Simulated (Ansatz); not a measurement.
**HfN: how the axes shrink under pressure**

HfN, P6_3/mmc, a = 3.159 Å, c = 5.451 Å. This isn't the usual stable structure of the compound. Ansatz: PBE, PAW, 420 eV, Γ-centred 18×18×8 mesh on 4 atoms, Gaussian smearing 0.10 eV; no spin polarisation. Cell and atoms are relaxed at each pressure, and no other structure is tried, so the rows at high pressure may lie past a change of phase. y = 100 ln(c/c0) with c0 = 5.4508 Å, so nearly a change in per cent. The pressures are the targets, met within 0.05 GPa.

```
P (GPa) y  100 ln(a/a0)
   -2.0      ?             ?
    0.0   0.00          0.00
    2.0  -0.26         -0.26
    5.0  -0.62         -0.63
   10.0  -1.19         -1.20
   20.0  -2.22         -2.24
   40.0  -3.93         -4.05
```

Task: Fit y = c1 P + c2 P² to the other rows, give the linear compressibility along c, and predict the missing y.

Result: Least squares on the rows shown. y = −0.1251 P + 0.0006716 P². The linear compressibility along c is −c1/100 = 1.25 per TPa, against 1.25 along a from the same fit to the last column (its missing entry is 0.27): the crystal is about as stiff along both at low pressure. At P = -2.0 the fit asked for gives 0.25. The run gave 0.27, so the fit is 0.02 too low, within twice the rms miss on the fitted rows (0.01).

Spin–orbit coupling is left out, which can shift energies with elements as heavy as these.